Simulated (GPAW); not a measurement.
A run of GPAW 26.7.0 is set up as follows.

File run.py:

```python
from ase.dft.bandgap import bandgap
from ase.io import write
from ase.spacegroup import crystal
from ase.units import GPa
from gpaw import GPAW, PW, setup_paths

setup_paths.insert(0, '.')

# Ti 2a
atoms = crystal(['Ti'],
                basis=[[0.0, 0.0, 0.0]],
                spacegroup=229, setting=1,  # Im-3m
                cellpar=[3.282, 3.282, 3.282, 90.0, 90.0, 90.0],
                primitive_cell=True)

calc = GPAW(mode=PW(600),
            xc='GGA_X_B88+GGA_C_P86',
            kpts={'size': (11, 11, 11), 'gamma': True},
            occupations={'name': 'fermi-dirac', 'width': 0.05},
            nbands=14,
            convergence={'density': 1e-05, 'energy': 1e-05},
            maxiter=150,
            txt='gpaw.txt')
atoms.calc = calc
energy = atoms.get_potential_energy()
forces = atoms.get_forces()
stress = atoms.get_stress()
calc.write('gs.gpw')
write('result.traj', atoms)
print(f'Energy: {energy:.6f} eV')
print('Forces (eV/A):')
print(forces.round(4))
print('Stress (GPa):', (stress / GPa).round(3))
print('Fermi level:', round(calc.get_fermi_level(), 4), 'eV')
print(f'Gap: {bandgap(calc)[0]:.4f} eV, direct: {bandgap(calc, direct=True)[0]:.4f} eV')

path = atoms.cell.bandpath('GHNGPH,PN', npoints=80, eps=1e-4)
bs_calc = calc.fixed_density(kpts=path, symmetry='off', nbands=21,
                             convergence={'bands': 'CBM+6.0', 'eigenstates': 1e-6}, txt='bands.txt')
bs = bs_calc.band_structure()
bs.write('bs.json')
print(f'Gap on the path: {bandgap(bs_calc)[0]:.4f} eV')
```

Potentials or basis: PAW data sets generated in the run's folder for this functional, pw.

Run with:

```sh
$ gpaw-setup -f GGA_X_B88+GGA_C_P86 Ti
$ OMP_NUM_THREADS=1 python run.py
```

What does it give for the pressure?

-3.9 GPa.

Predict the band gap along the path.

none (metal or under the smearing width).

Levels at the corners of the path, in eV from the Fermi level:
```tsv
point	band 3	band 4	band 5	band 6	band 7	band 8	band 9	band 10
Γ	-32.39	-32.39	-5.84	0.96	0.96	0.96	2.68	2.68
H	-32.83	-32.83	-2.04	-2.04	3.83	3.83	3.83	8.27
N	-32.59	-32.39	-2.39	-0.38	1.15	2.67	3.01	4.18
Γ	-32.39	-32.39	-5.84	0.96	0.96	0.96	2.68	2.68
P	-32.71	-32.71	-0.59	-0.59	-0.59	3.06	3.06	8.97
H	-32.83	-32.83	-2.04	-2.04	3.83	3.83	3.83	8.27
P	-32.71	-32.71	-0.59	-0.59	-0.59	3.06	3.06	8.97
N	-32.59	-32.39	-2.39	-0.38	1.15	2.67	3.01	4.18
```
